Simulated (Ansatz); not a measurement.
# Zn: the order of phases, with spin-orbit coupling, part 2 of 2

Which of fcc, bcc, hcp is lowest for Zn, with spin-orbit coupling? Methods of the runs shown: PAW and LAPW.

Ansatz 0.2.0; DFT PBE; a cell built from a prototype (fcc type), not taken from measurement. Earlier steps stand in the parts before.

## (5) Bcc relaxed, LAPW

The input, input.yaml:

```yaml
crystal:
  lattice:
    - [-1.5658097131, 1.5658097131, 1.5658097131]
    - [1.5658097131, -1.5658097131, 1.5658097131]
    - [1.5658097131, 1.5658097131, -1.5658097131]
  atoms:
    - { symbol: Zn, position: [0.0, 0.0, 0.0] }
kpoints:
  mp_grid: { grid: [18, 18, 18] }
scf:
  occupations: { method: fermi_dirac, width: 0.05 }
hamiltonian:
  xc: pbe
  pseudopotentials: { kind: all_electron, lapw: { basis_error: 0.0005 } }
output:
  forces: true
  stress: true
  eigenvalues: true
  populations: true
relax:
  f_tol: 0.005
  max_steps: 25
  cell: {}
magnetization:
  noncollinear: true
  spin_orbit: true
```

On the command line:

```sh
ansatz run input.yaml --threads 2 --pin off --max-ram 5120MiB --backend cpu --events-out ev --progress --plain --runs-dir out
```

The program printed, cut to the lines that bear on the results:

```text
[...]
Zn: projections on atomic orbitals take those of the free atom 1s2 2s2 2p6 3s2 3p6 3d10 4s2, of charge +0.00 (hamiltonian.pseudopotentials.projection_atoms)
LAPW: plane waves up to 8.800 Å⁻¹, error target 5.0e-4 eV per atom; Dirac's equation on spinors; Zn in spheres of 1.315 Å, 20 of its electrons in bands
[...]
Pseudopotentials: kind: all_electron
Pseudopotential: Zn, LAPW, valence charge 20, Dirac's equation, gaussian nucleus
[...]
  F+E_penalty+E_count = -48874.72537679 eV   max|allowed force component| = 0.000e0 eV/Å   (the final SCF, on the basis selected at the relaxed cell)
  cell:  # Å, volume = 15.3560 Å³
    - [-1.5658097131, 1.5658097131, 1.5658097131]
    - [1.5658097131, -1.5658097131, 1.5658097131]
    - [1.5658097131, 1.5658097131, -1.5658097131]
  atoms:
    - { symbol: Zn, position: [0.0, 0.0, 0.0] }
--- Löwdin populations: 1 site ---
  site symbol       q [e]
     0     Zn     29.4744
  spilling = 0.017522 (of n_electrons = 30.000000)
```

Run time: 91 s. Hardware: 2 threads of Arm Neoverse V2, shared host; peak memory 0.62 GiB.

Relaxation path:

```csv
step,energy from step 1 (eV/cell),largest force component (eV/Å),pressure (GPa),volume (Å³)
1,0.0000,0.0000,0.01,15.36
2,0.0000,0.0000,0.01,15.36
```

Step 1 is the start. Step 2 repeats the geometry before on a plane-wave basis chosen anew for that cell, so the energy can jump there without any move; the table keeps such jumps.

| input's cell | before | after | change |
| --- | --- | --- | --- |
| a (Å) | 2.712 | 2.712 | +0.0 % |
| b (Å) | 2.712 | 2.712 | +0.0 % |
| c (Å) | 2.712 | 2.712 | +0.0 % |
| volume (Å³/atom) | 15.36 | 15.36 | +0.0 % |

This run gives: pressure 0.01 GPa; no gap.

## (6) Hcp relaxed, PAW

The input, input.yaml:

```yaml
crystal:
  lattice:
    - [2.7850770257, 0.0, 0.0]
    - [-1.3925385129, 2.4119474558, 0.0]
    - [0.0, 0.0, 4.5118247817]
  atoms:
    - { symbol: Zn, position: [0.3333333333, 0.6666666667, 0.25] }
    - { symbol: Zn, position: [0.6666666667, 0.3333333333, 0.75] }
kpoints:
  mp_grid: { grid: [17, 17, 9] }
scf:
  occupations: { method: fermi_dirac, width: 0.05 }
hamiltonian:
  xc: pbe
  pseudopotentials: { kind: paw_fr }
output:
  forces: true
  stress: true
relax:
  f_tol: 0.005
  max_steps: 40
  cell: {}
magnetization:
  noncollinear: true
  spin_orbit: true
```

On the command line:

```sh
ansatz run input.yaml --threads 2 --pin off --max-ram 5120MiB --backend cpu --events-out ev --progress --plain --runs-dir out
```

The program printed, cut to the lines that bear on the results:

```text
[...]
[... 3 set-up lines as earlier in the session ...]
[...]
non-collinear run that drives no moment, with spin-orbit: no starting moment large enough to seed its density (crystal.atoms[].spin), no starting occupations that ask for one, no magnetisation constraint and no magnetic field, so the semilocal B_xc is pinned to zero
[...]
Projection manifold: j_resolved (fully-relativistic pseudo-atomic orbitals)
[...]
SCF iter   4: F=—  HF=-6638.189688 eV  |F-HF|=—  |Δ(HF+E_count)|=   3.60e-6  Δρ=2.64e-5  dr2=8.07e-8  dr2_m=0.00e0 (ungated)  ethr=3.30e-8  |M|=0.00e0 ∫|m|=0.00e0 μB  |m|>n=0.0e0 m-floor=0.0e0 τ_xc=0.0e0  β_m=0.68  ⟨swp⟩=2.2  Hψ=4630  notcnv=0
```

## (7) More of the same log: hcp relaxed, PAW files

The log, continued:

```text
SCF iter   5: F=—  HF=-6638.189688 eV  |F-HF|=—  |Δ(HF+E_count)|=   1.12e-7  Δρ=4.04e-6  dr2=2.91e-9  dr2_m=0.00e0 (ungated)  ethr=3.36e-10  |M|=0.00e0 ∫|m|=0.00e0 μB  |m|>n=0.0e0 m-floor=0.0e0 τ_xc=0.0e0  β_m=0.84  ⟨swp⟩=2.0  Hψ=4613  notcnv=0
SCF iter   6: F=—  HF=-6638.189688 eV  |F-HF|=—  |Δ(HF+E_count)|=   4.19e-9  Δρ=6.54e-7  dr2=7.06e-11  dr2_m=0.00e0 (ungated)  ethr=1.21e-11  |M|=0.00e0 ∫|m|=0.00e0 μB  |m|>n=0.0e0 m-floor=0.0e0 τ_xc=0.0e0  β_m=0.83  ⟨swp⟩=2.9  Hψ=6109  notcnv=0
SCF iter   7: F=-6638.189688 eV  HF=-6638.189688 eV  |F-HF|=1.82e-12  |Δ(HF+E_count)|=  4.18e-11  Δρ=3.91e-8  dr2=2.24e-13  dr2_m=0.00e0 (ungated)  ethr=1.00e-12  |M|=0.00e0 ∫|m|=0.00e0 μB  |m|>n=0.0e0 m-floor=0.0e0 τ_xc=0.0e0  ⟨swp⟩=6.2  Hψ=13310  notcnv=0
SCF 6 converged in 7 iterations: F = -6638.189688 eV  dr2 = 2.24e-13
relax step   6: F+E_penalty+E_count = -6638.18968775 eV  Δ(F+E_penalty+E_count) = -3.193e-4 eV  max|allowed force component| = 1.203e-16 eV/Å  Δτ_max = 0.0000 Å  P = -0.010 GPa  Ω = 29.959 Å³  energy of the carried Pulay correction = +4.086e-4 eV  (7 SCF iters, accepted)
Crystal: 2 atoms, lattice volume = 29.943 Å³
Basis set: ecut = 420 eV, 597 PW (Γ), exchange–correlation on 40×40×64 points (8 copies of the dense FFT grid, shifted against one another)
Projection manifold: j_resolved (fully-relativistic pseudo-atomic orbitals)
iter 1 solved again at ethr=2.02e-8 eV; its pass at ethr=3.10e-3 eV (dr2=4.84e-6 eV) is discarded
SCF iter   1: F=—  HF=-6638.189724 eV  |F-HF|=—  |Δ(HF+E_count)|=         —  Δρ=1.15e-4  dr2=4.49e-6  dr2_m=0.00e0 (ungated)  ethr=2.02e-8  |M|=0.00e0 ∫|m|=0.00e0 μB  |m|>n=0.0e0 m-floor=0.0e0 τ_xc=0.0e0  β_m=0.30  ⟨swp⟩=3.0  Hψ=15239  notcnv=0
preconditioner: auto → none  [metal: Δε(μ)=0.083 eV  Ē_g=13.121 eV  σ=0.050 eV  W_gap=0.39  n_scr=4 (ndim 8)  ℏωp=33.2 eV  f_vac=0.000  D(μ)=0.43/eV (n_scr^D=2)]
SCF iter   2: F=—  HF=-6638.189723 eV  |F-HF|=—  |Δ(HF+E_count)|=   5.75e-7  Δρ=7.67e-5  dr2=1.92e-6  dr2_m=0.00e0 (ungated)  ethr=1.87e-8  |M|=0.00e0 ∫|m|=0.00e0 μB  |m|>n=0.0e0 m-floor=0.0e0 τ_xc=0.0e0  β_m=0.59  ⟨swp⟩=1.0  Hψ=2640  notcnv=0
SCF iter   3: F=-6638.189723 eV  HF=-6638.189723 eV  |F-HF|=5.91e-9  |Δ(HF+E_count)|=   3.54e-7  Δρ=5.57e-6  dr2=4.52e-9  dr2_m=0.00e0 (ungated)  ethr=2.06e-10  |M|=0.00e0 ∫|m|=0.00e0 μB  |m|>n=0.0e0 m-floor=0.0e0 τ_xc=0.0e0  ⟨swp⟩=4.1  Hψ=11932  notcnv=0
SCF 7 converged in 3 iterations: F = -6638.189723 eV  dr2 = 4.52e-9
relax step   7: F+E_penalty+E_count = -6638.18972266 eV  Δ(F+E_penalty+E_count) = -3.491e-5 eV  max|allowed force component| = 1.249e-16 eV/Å  Δτ_max = 0.0000 Å  P = +0.004 GPa  Ω = 29.943 Å³  energy of the carried Pulay correction = +4.147e-4 eV  (3 SCF iters, dr2 threshold 4.94e-8 eV, accepted)
Basis set: ecut = 420 eV, 597 PW (Γ), exchange–correlation on 36×36×64 points (8 copies of the dense FFT grid, shifted against one another)
Projection manifold: j_resolved (fully-relativistic pseudo-atomic orbitals)
[... 1 set-up line as earlier in the session ...]
iter 1 solved again at ethr=3.09e-6 eV; its pass at ethr=3.10e-3 eV (dr2=7.42e-4 eV) is discarded
SCF iter   1: F=—  HF=-6638.188941 eV  |F-HF|=—  |Δ(HF+E_count)|=         —  Δρ=9.15e-4  dr2=5.75e-6  dr2_m=0.00e0 (ungated)  ethr=3.09e-6  |M|=0.00e0 ∫|m|=0.00e0 μB  |m|>n=0.0e0 m-floor=0.0e0 τ_xc=0.0e0  β_m=0.30  ⟨swp⟩=2.2  Hψ=21151  notcnv=0
eigensolver tolerance schedule: the retry pair's looser diagonalisation over-reported the residual by 128.01 of it (diagonalisation noise at 0.15 of the residual, at the tolerance the schedule requests for it); recorded, not acted on — ethr = c·dr2/N_el stays at c = 1.0e-1
preconditioner: auto → none  [metal: Δε(μ)=0.082 eV  Ē_g=13.121 eV  σ=0.050 eV  W_gap=0.38  n_scr=4 (ndim 8)  ℏωp=33.2 eV  f_vac=0.000  D(μ)=0.43/eV (n_scr^D=2)]
SCF iter   2: F=—  HF=-6638.189327 eV  |F-HF|=—  |Δ(HF+E_count)|=   3.86e-4  Δρ=6.43e-4  dr2=3.36e-6  dr2_m=0.00e0 (ungated)  ethr=2.40e-8  |M|=0.00e0 ∫|m|=0.00e0 μB  |m|>n=0.0e0 m-floor=0.0e0 τ_xc=0.0e0  β_m=0.56  ⟨swp⟩=2.5  Hψ=4624  notcnv=0
SCF iter   3: F=—  HF=-6638.189682 eV  |F-HF|=—  |Δ(HF+E_count)|=   3.55e-4  Δρ=1.38e-4  dr2=7.80e-7  dr2_m=0.00e0 (ungated)  ethr=1.40e-8  |M|=0.00e0 ∫|m|=0.00e0 μB  |m|>n=0.0e0 m-floor=0.0e0 τ_xc=0.0e0  β_m=0.46  ⟨swp⟩=2.1  Hψ=4444  notcnv=0
SCF iter   4: F=—  HF=-6638.189695 eV  |F-HF|=—  |Δ(HF+E_count)|=   1.36e-5  Δρ=1.35e-5  dr2=4.96e-9  dr2_m=0.00e0 (ungated)  ethr=3.25e-9  |M|=0.00e0 ∫|m|=0.00e0 μB  |m|>n=0.0e0 m-floor=0.0e0 τ_xc=0.0e0  β_m=0.65  ⟨swp⟩=2.0  Hψ=4403  notcnv=0
SCF iter   5: F=—  HF=-6638.189695 eV  |F-HF|=—  |Δ(HF+E_count)|=   1.41e-7  Δρ=3.04e-6  dr2=1.27e-10  dr2_m=0.00e0 (ungated)  ethr=2.07e-11  |M|=0.00e0 ∫|m|=0.00e0 μB  |m|>n=0.0e0 m-floor=0.0e0 τ_xc=0.0e0  β_m=0.79  ⟨swp⟩=2.2  Hψ=4616  notcnv=0
SCF iter   6: F=-6638.189695 eV  HF=-6638.189695 eV  |F-HF|=1.18e-11  |Δ(HF+E_count)|=   7.95e-9  Δρ=1.30e-7  dr2=1.11e-12  dr2_m=0.00e0 (ungated)  ethr=1.00e-12  |M|=0.00e0 ∫|m|=0.00e0 μB  |m|>n=0.0e0 m-floor=0.0e0 τ_xc=0.0e0  ⟨swp⟩=5.8  Hψ=12410  notcnv=0
SCF 8 converged in 6 iterations: F = -6638.189695 eV  dr2 = 1.11e-12
relax step   8: F+E_penalty+E_count = -6638.18969534 eV  Δ(F+E_penalty+E_count) = +2.731e-5 eV  max|allowed force component| = 5.551e-17 eV/Å  Δτ_max = 0.0000 Å  P = +0.015 GPa  Ω = 29.943 Å³  stress off target by 8.81e-2 GPa  SCF on the basis re-selected at this cell (its energy is not comparable with the rows above)  (6 SCF iters)
basis re-selected at this cell: Δ(F+E_penalty+E_count) = +2.731e-5 eV, ΔP = +0.011 GPa vs the last step (what re-selecting the basis moved, of the pressure what is left beyond the Pulay correction that the steps carried, after the strain that the cell walked since its last selection, with what the two solves' SCF thresholds leave and, on support functions, any second-order correction that the steps lacked; it is no measure of the basis error at this ecutwfc). The dense FFT grid was sized anew with the basis: this SCF ran on 18×18×32 points, the steps before it on 20×20×32, so part of this shift can come from that change (see relax.cell in the input reference). This SCF's stress stands 8.81e-2 GPa from its target on what of the cell is left free (relax.cell.stress_tol is 5.00e-2 GPa) and its largest allowed force component is 5.55e-17 eV/Å (relax.f_tol is 5.00e-3 eV/Å): not within both, so this SCF does not close the relaxation
Crystal: 2 atoms, lattice volume = 29.954 Å³
Basis set: ecut = 420 eV, 599 PW (Γ), exchange–correlation on 36×36×64 points (8 copies of the dense FFT grid, shifted against one another)
Projection manifold: j_resolved (fully-relativistic pseudo-atomic orbitals)
iter 1 solved again at ethr=3.93e-9 eV; its pass at ethr=3.10e-3 eV (dr2=9.44e-7 eV) is discarded
SCF iter   1: F=—  HF=-6638.189696 eV  |F-HF|=—  |Δ(HF+E_count)|=         —  Δρ=5.67e-5  dr2=1.13e-6  dr2_m=0.00e0 (ungated)  ethr=3.93e-9  |M|=0.00e0 ∫|m|=0.00e0 μB  |m|>n=0.0e0 m-floor=0.0e0 τ_xc=0.0e0  β_m=0.30  ⟨swp⟩=3.3  Hψ=14016  notcnv=0
preconditioner: auto → none  [metal: Δε(μ)=0.084 eV  Ē_g=13.121 eV  σ=0.050 eV  W_gap=0.39  n_scr=4 (ndim 8)  ℏωp=33.2 eV  f_vac=0.000  D(μ)=0.43/eV (n_scr^D=2)]
SCF iter   2: F=—  HF=-6638.189696 eV  |F-HF|=—  |Δ(HF+E_count)|=   1.52e-7  Δρ=3.76e-5  dr2=4.70e-7  dr2_m=0.00e0 (ungated)  ethr=3.93e-9  |M|=0.00e0 ∫|m|=0.00e0 μB  |m|>n=0.0e0 m-floor=0.0e0 τ_xc=0.0e0  β_m=0.56  ⟨swp⟩=1.0  Hψ=2640  notcnv=0
SCF iter   3: F=—  HF=-6638.189696 eV  |F-HF|=—  |Δ(HF+E_count)|=   6.94e-8  Δρ=1.40e-5  dr2=3.36e-8  dr2_m=0.00e0 (ungated)  ethr=1.96e-9  |M|=0.00e0 ∫|m|=0.00e0 μB  |m|>n=0.0e0 m-floor=0.0e0 τ_xc=0.0e0  β_m=0.45  ⟨swp⟩=2.2  Hψ=4637  notcnv=0
SCF iter   4: F=-6638.189696 eV  HF=-6638.189696 eV  |F-HF|=1.22e-10  |Δ(HF+E_count)|=   1.85e-8  Δρ=2.46e-6  dr2=7.25e-10  dr2_m=0.00e0 (ungated)  ethr=8.09e-11  |M|=0.00e0 ∫|m|=0.00e0 μB  |m|>n=0.0e0 m-floor=0.0e0 τ_xc=0.0e0  ⟨swp⟩=4.4  Hψ=9594  notcnv=0
SCF 9 converged in 4 iterations: F = -6638.189696 eV  dr2 = 7.25e-10
relax step   9: F+E_penalty+E_count = -6638.18969551 eV  Δ(F+E_penalty+E_count) = -1.696e-7 eV  max|allowed force component| = 5.089e-17 eV/Å  Δτ_max = 0.0000 Å  P = +0.002 GPa  Ω = 29.954 Å³  energy of the carried Pulay correction = -9.341e-6 eV  (4 SCF iters, dr2 threshold 1.94e-8 eV, accepted)
Basis set: ecut = 420 eV, 599 PW (Γ), exchange–correlation on 36×36×72 points (8 copies of the dense FFT grid, shifted against one another)
Projection manifold: j_resolved (fully-relativistic pseudo-atomic orbitals)
iter 1 solved again at ethr=3.13e-6 eV; its pass at ethr=3.10e-3 eV (dr2=7.52e-4 eV) is discarded
SCF iter   1: F=—  HF=-6638.189693 eV  |F-HF|=—  |Δ(HF+E_count)|=         —  Δρ=8.61e-5  dr2=4.63e-8  dr2_m=0.00e0 (ungated)  ethr=3.13e-6  |M|=0.00e0 ∫|m|=0.00e0 μB  |m|>n=0.0e0 m-floor=0.0e0 τ_xc=0.0e0  β_m=0.30  ⟨swp⟩=2.2  Hψ=21139  notcnv=0
eigensolver tolerance schedule: the retry pair's looser diagonalisation over-reported the residual by 16230.12 of it (diagonalisation noise at an unbounded share of the residual, at the tolerance the schedule requests for it); recorded, not acted on — ethr = c·dr2/N_el stays at c = 1.0e-1
preconditioner: auto → none  [metal: Δε(μ)=0.084 eV  Ē_g=13.120 eV  σ=0.050 eV  W_gap=0.39  n_scr=4 (ndim 8)  ℏωp=33.2 eV  f_vac=0.000  D(μ)=0.43/eV (n_scr^D=2)]
SCF iter   2: F=—  HF=-6638.189697 eV  |F-HF|=—  |Δ(HF+E_count)|=   4.01e-6  Δρ=6.02e-5  dr2=2.28e-8  dr2_m=0.00e0 (ungated)  ethr=1.93e-10  |M|=0.00e0 ∫|m|=0.00e0 μB  |m|>n=0.0e0 m-floor=0.0e0 τ_xc=0.0e0  β_m=0.64  ⟨swp⟩=2.8  Hψ=5649  notcnv=0
SCF iter   3: F=—  HF=-6638.189702 eV  |F-HF|=—  |Δ(HF+E_count)|=   4.31e-6  Δρ=5.96e-6  dr2=5.60e-9  dr2_m=0.00e0 (ungated)  ethr=9.49e-11  |M|=0.00e0 ∫|m|=0.00e0 μB  |m|>n=0.0e0 m-floor=0.0e0 τ_xc=0.0e0  β_m=0.45  ⟨swp⟩=2.3  Hψ=4561  notcnv=0
SCF iter   4: F=—  HF=-6638.189702 eV  |F-HF|=—  |Δ(HF+E_count)|=   1.42e-9  Δρ=1.15e-6  dr2=2.38e-10  dr2_m=0.00e0 (ungated)  ethr=2.33e-11  |M|=0.00e0 ∫|m|=0.00e0 μB  |m|>n=0.0e0 m-floor=0.0e0 τ_xc=0.0e0  β_m=0.49  ⟨swp⟩=2.0  Hψ=4296  notcnv=0
SCF iter   5: F=-6638.189702 eV  HF=-6638.189702 eV  |F-HF|=5.46e-12  |Δ(HF+E_count)|=  9.09e-12  Δρ=1.48e-7  dr2=5.12e-12  dr2_m=0.00e0 (ungated)  ethr=1.00e-12  |M|=0.00e0 ∫|m|=0.00e0 μB  |m|>n=0.0e0 m-floor=0.0e0 τ_xc=0.0e0  ⟨swp⟩=4.4  Hψ=14009  notcnv=0
SCF 10 converged in 5 iterations: F = -6638.189702 eV  dr2 = 5.12e-12
relax step  10: F+E_penalty+E_count = -6638.18970151 eV  Δ(F+E_penalty+E_count) = -5.998e-6 eV  max|allowed force component| = 3.238e-17 eV/Å  Δτ_max = 0.0000 Å  P = +0.002 GPa  Ω = 29.954 Å³  stress off target by 3.39e-3 GPa  SCF on the basis re-selected at this cell (its energy is not comparable with the rows above)  (5 SCF iters)
basis re-selected at this cell: Δ(F+E_penalty+E_count) = -5.998e-6 eV, ΔP = +0.000 GPa vs the last step (what re-selecting the basis moved, of the pressure what is left beyond the Pulay correction that the steps carried, after the strain that the cell walked since its last selection, with what the two solves' SCF thresholds leave and, on support functions, any second-order correction that the steps lacked; it is no measure of the basis error at this ecutwfc). The dense FFT grid was sized anew with the basis: this SCF ran on 18×18×36 points, the steps before it on 18×18×32, so part of this shift can come from that change (see relax.cell in the input reference). This SCF's stress stands 3.39e-3 GPa from its target on what of the cell is left free (relax.cell.stress_tol is 5.00e-2 GPa) and its largest allowed force component is 3.24e-17 eV/Å (relax.f_tol is 5.00e-3 eV/Å): within both
SCF converged after 5 iterations
Magnetization: |M| = 0.0000 μB,  M = (+0.0000, +0.0000, +0.0000) μB
Absolute magnetization: 0.0000 μB (∫|m|)
  site 0: m = (+0.0000, +0.0000, +0.0000) μB, |m| = 0.0000 μB  (R = 1.11 Å)
  site 1: m = (+0.0000, +0.0000, +0.0000) μB, |m| = 0.0000 μB  (R = 1.11 Å)
Free energy (F): -6638.189702 eV
Harris-Foulkes:  -6638.189702 eV  (|F-HF|=5.46e-12)
Internal energy: -6638.185990 eV  (E = F + TS)
E sigma→0 (E₀):  -6638.187846 eV
Entropy (-TS):   -0.003712 eV (-1.856 meV/atom)
Fermi energy:    11.346204 eV
--- Per-component energies (eV) ---
  E_band       = 102.538679
  E_kinetic    = 262.102488
  E_local      = -3046.534960  (includes V_loc(G=0)·N_el)
  E_nonlocal   = 1221.159361
  E_hartree    = 1277.406172
  E_xc         = -275.547728
  E_vxc        = -105.401423  (∫ρ·V_xc dr)
  E_paw        = -3649.954761  (= ΣΔE_a)
  E_vpaw       = -783.598314  (= ΣTr[D̂ρ^β])
  E_aug_tail   = -0.000690  (compensation charges beyond the density's cutoff)
  E_ewald      = -2426.815873
  E_smearing   = -0.003712  (= −TS)
  E_closure    = -0.000000  (closes the sum)
  Σ components = -6638.189702   (vs F -6638.189702, Δ=0.00e0)
--- Forces (eV/Å), atoms counted from 1 ---
  atom   1  Zn     0.00000000    -0.00000000    -0.00000000
  atom   2  Zn    -0.00000000     0.00000000     0.00000000
  max |Σ_I F_I| component: 0.00e0 eV/Å
--- Stress (GPa, compression-positive) ---
        0.001216      -0.000000      -0.000000
       -0.000000       0.001216      -0.000000
       -0.000000      -0.000000       0.003388
  P = ⅓ Tr σ = 0.0019 GPa (0.019 kbar)
--- Relaxed structure (8 steps of the walk, 7 accepted, 2 SCFs on fresh bases) ---
  F+E_penalty+E_count = -6638.18970151 eV   max|allowed force component| = 3.238e-17 eV/Å   (the final SCF, on the basis selected at the relaxed cell)
  cell:  # Å, volume = 29.9538 Å³
    - [2.687765510056794, 2.7858890870750293e-11, 0.0]
    - [-1.3438827550525234, 2.327673211110893, 0.0]
    - [0.0, 0.0, 4.7878340043854655]
  atoms:
    - { symbol: Zn, position: [0.3333333333333333, 0.6666666666666665, 0.25] }
    - { symbol: Zn, position: [0.6666666666666667, 0.3333333333333333, 0.75] }
```

Run time: 84 s. Hardware: 2 threads of Arm Neoverse V2, shared host; peak memory 0.56 GiB.

Relaxation path:

```csv
step,energy from step 1 (eV/cell),largest force component (eV/Å),pressure (GPa),volume (Å³)
1,0.0000,0.0000,-0.89,30.31
2,-0.0047,0.0000,-0.25,30.02
3,-0.0216,0.0000,0.50,29.73
4,-0.0215,0.0000,0.21,29.90
5x,-0.0209,0.0000,-0.76,30.26
6,-0.0219,0.0000,-0.01,29.96
7,-0.0219,0.0000,0.00,29.94
8,-0.0219,0.0000,0.02,29.94
9,-0.0219,0.0000,0.00,29.95
10,-0.0219,0.0000,0.00,29.95
```

Step 1 is the start. Steps 8, 10 repeat the geometry before on a plane-wave basis chosen anew for that cell, so the energy can jump there without any move; the table keeps such jumps. 1 step was tried and not accepted (marked x).

| input's cell | before | after | change |
| --- | --- | --- | --- |
| a (Å) | 2.785 | 2.688 | -3.5 % |
| b (Å) | 2.785 | 2.688 | -3.5 % |
| c (Å) | 4.512 | 4.788 | +6.1 % |
| volume (Å³/atom) | 15.15 | 14.98 | -1.2 % |

## (8) Hcp relaxed, LAPW

The input, input.yaml:

```yaml
crystal:
  lattice:
    - [2.6877655101, 0.0, 0.0]
    - [-1.3438827551, 2.3276732111, 0.0]
    - [0.0, 0.0, 4.7878340044]
  atoms:
    - { symbol: Zn, position: [0.3333333333, 0.6666666667, 0.25] }
    - { symbol: Zn, position: [0.6666666667, 0.3333333333, 0.75] }
kpoints:
  mp_grid: { grid: [17, 17, 9] }
scf:
  occupations: { method: fermi_dirac, width: 0.05 }
hamiltonian:
  xc: pbe
  pseudopotentials: { kind: all_electron, lapw: { basis_error: 0.0005 } }
output:
  forces: true
  stress: true
  eigenvalues: true
  populations: true
relax:
  f_tol: 0.005
  max_steps: 25
  cell: {}
magnetization:
  noncollinear: true
  spin_orbit: true
```

On the command line:

```sh
ansatz run input.yaml --threads 2 --pin off --max-ram 5120MiB --backend cpu --events-out ev --progress --plain --runs-dir out
```

The program printed, cut to the lines that bear on the results:

```text
[...]
Zn: projections on atomic orbitals take those of the free atom 1s2 2s2 2p6 3s2 3p6 3d10 4s2, of charge +0.00 (hamiltonian.pseudopotentials.projection_atoms)
LAPW: plane waves up to 8.895 Å⁻¹, error target 5.0e-4 eV per atom; Dirac's equation on spinors; Zn in spheres of 1.304 Å, 20 of its electrons in bands
[...]
[... 2 set-up lines as earlier in the session ...]
[...]
  cell:  # Å, volume = 29.9538 Å³
    - [2.687765510064066, 2.886756175298433e-11, 0.0]
    - [-1.343882755057033, 2.3276732111166862, 0.0]
    - [0.0, 0.0, 4.7878340044]
  atoms:
    - { symbol: Zn, position: [0.3333333333333333, 0.6666666666666666, 0.25] }
    - { symbol: Zn, position: [0.6666666666666666, 0.33333333333333337, 0.7499999999999999] }
--- Löwdin populations: 2 sites ---
  site symbol       q [e]
     0     Zn     29.4353
     1     Zn     29.4353
  spilling = 0.018825 (of n_electrons = 60.000000)
```

It took 3.7 min on 2 threads of Arm Neoverse V2, shared host; peak memory 1.1 GiB.

Relaxation path:

```csv
step,energy from step 1 (eV/cell),largest force component (eV/Å),pressure (GPa),volume (Å³)
1,0.0000,0.0000,0.02,29.95
2,0.0000,0.0000,0.02,29.95
```

Step 1 is the start. Step 2 repeats the geometry before on a plane-wave basis chosen anew for that cell, so the energy can jump there without any move; the table keeps such jumps.

| input's cell | before | after | change |
| --- | --- | --- | --- |
| a (Å) | 2.688 | 2.688 | +0.0 % |
| b (Å) | 2.688 | 2.688 | +0.0 % |
| c (Å) | 4.788 | 4.788 | +0.0 % |
| volume (Å³/atom) | 14.98 | 14.98 | +0.0 % |

Result: pressure 0.02 GPa; no gap.

## (9) All runs together

Free energy per atom, from each method's lowest phase:

```
method  start  space group, start → end  volume (Å³/atom)  pressure (GPa)  free energy (meV/atom)
  LAPW    fcc             Fm-3m → Fm-3m            15.154             0.0                    19.5
  LAPW    bcc             Im-3m → Im-3m            15.356             0.0                    82.4
  LAPW    hcp       P6_3/mmc → P6_3/mmc            14.977             0.0                     0.0
   PAW    fcc             Fm-3m → Fm-3m            15.154             0.0                    19.7
   PAW    bcc             Im-3m → Im-3m            15.356             0.0                    82.3
   PAW    hcp       P6_3/mmc → P6_3/mmc            14.977             0.0                     0.0
```

## (10) What came out

What follows sums up all 2 parts.

| quantity | value |
| --- | --- |
| lowest (LAPW) | hcp, 19.5 meV/atom under fcc |
| lowest (PAW) | hcp, 19.7 meV/atom under fcc |

By LAPW the order is hcp < fcc < bcc. By PAW the order is hcp < fcc < bcc. The methods agree on the lowest phase. Only these structures were tried, with electrons smeared by 0.05 eV and without vibrations, so the true ground state may be another. The k meshes differ between phases and weren't tested, which can move differences by some meV.
